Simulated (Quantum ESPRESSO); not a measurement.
**Te2Mo under changes of volume**

One of the cells (64.121 Å³/atom); the others are scaled copies at fixed shape and fractional positions:

```
Te Mo
1.0
     3.56023    0.00000    0.00000
    -1.78012    3.08325    0.00000
     0.00000    0.00000   17.52406
Te Mo
2 1
Cartesian
  0.0000 2.0555 1.7900
  0.0000 2.0555 15.7341
  0.0000 0.0000 0.0000
```

* Program: Quantum ESPRESSO 7.5
* Functional: PBEsol
* Potentials or basis: GBRV 1.5 PBEsol
* Cutoff: 612 eV
* Density cutoff: 4898 eV
* k mesh: 9 × 9 × 2
* Occupations: fermi-dirac, width 0.05 eV
* Spin: no spin polarisation

```tsv
volume (Å³/atom)	energy over the lowest point (meV/atom)	gap on the mesh (eV)
60.274	15.48	1.14
61.556	3.95	1.11
62.839	0.00	1.07
64.121	2.75	1.04
65.404	11.51	1.01
66.686	?	?
67.968	44.48	0.96
```

Question: What does the run at 66.686 Å³/atom give?

Answer: Energy over the lowest point 25.60 meV/atom; gap on the mesh 0.98 eV.

Worked out: A Birch-Murnaghan fit of order 3 (a polynomial in V^(-2/3)) to the other rows has its minimum at 62.93 Å³/atom with B0 = V·E''(V) = 41 GPa and B' = 4.7 at fixed shape and positions, which overstates the stiffness. It gives 25.61 meV/atom at 66.686 Å³/atom, against the run's 25.60. A straight line through the other rows of the gap, of slope -1.52 eV per unit of ln V (its deformation potential), gives 0.98 eV, against the run's 0.98.

Energies are extrapolated to zero smearing.

Caveats: spin-orbit coupling is left out, which moves the levels of the heavy elements.

A mesh can miss the band edges.
